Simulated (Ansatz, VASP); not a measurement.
AlN in VASP and in Ansatz

The input INCAR:

```
PREC = Accurate ; ENCUT = 600
EDIFF = 1E-7 ; ISMEAR = 0
SIGMA = 0.02 ; LREAL = F
LASPH = T ; NELM = 100
ALGO = Normal ; ISIF = 3
LWAVE = F ; LCHARG = F
GGA = PE ; IBRION = 2
NSW = 100 ; EDIFFG = -0.002
```

Contents of KPOINTS:

```
Automatic mesh
0
Gamma
  10 10 10
```

POSCAR

```
AlN
1.0
    0.0000000000      2.0345180000      2.0345180000
    2.0345180000      0.0000000000      2.0345180000
    2.0345180000      2.0345180000      0.0000000000
Al N
1 1
Direct
    0.5000000000      0.5000000000      0.5000000000
    0.0000000000      0.0000000000      0.0000000000
```

Input for Ansatz:

```yaml
crystal:
  lattice:
    - [0.0, 2.034518, 2.034518]
    - [2.034518, 0.0, 2.034518]
    - [2.034518, 2.034518, 0.0]
  atoms:
    - { symbol: Al, position: [0.5, 0.5, 0.5] }
    - { symbol: "N", position: [0.0, 0.0, 0.0] }
basis:
  ecutwfc: 420
kpoints:
  mp_grid: { grid: [10, 10, 10] }
hamiltonian:
  xc: pbe
scf:
  occupations: { method: gaussian, width: 0.02 }
output:
  forces: true
  stress: true
  eigenvalues: true
relax:
  adjacent_minimum: "off"
  f_tol: 0.002
  max_steps: 80
  cell: { stress_tol: 0.02 }
```

Measurements of this composition are mostly on another form, of space group No. 186.

Alike in both runs: task relaxation of cell and atoms; functional PBE; k mesh 10 × 10 × 10; occupations gaussian, width 0.02 eV; no spin polarisation.

```csv
,VASP,Ansatz
version,VASP 6.6.1,Ansatz 0.2.0
potentials or method,"VASP PAW PBE potentials, release 64 (Al, N)","scalar-relativistic, plane waves, PAW"
plane-wave cutoff (eV),600,420
valence electrons in the cell,8,8
```

VASP gave:

* gap on the k mesh at the Fermi level, each at its own relaxed structure (eV): 4.43
* relaxed volume (Å³/atom): 8.42
* relaxed cell length with the largest relative difference (Å): 2.877

**Question.** Estimate Ansatz's values.

**Answer.** gap on the k mesh at the Fermi level, each at its own relaxed structure (eV): 4.44; relaxed volume (Å³/atom): 8.43; relaxed cell length with the largest relative difference (Å): 2.878.

A k mesh can miss the band edges.
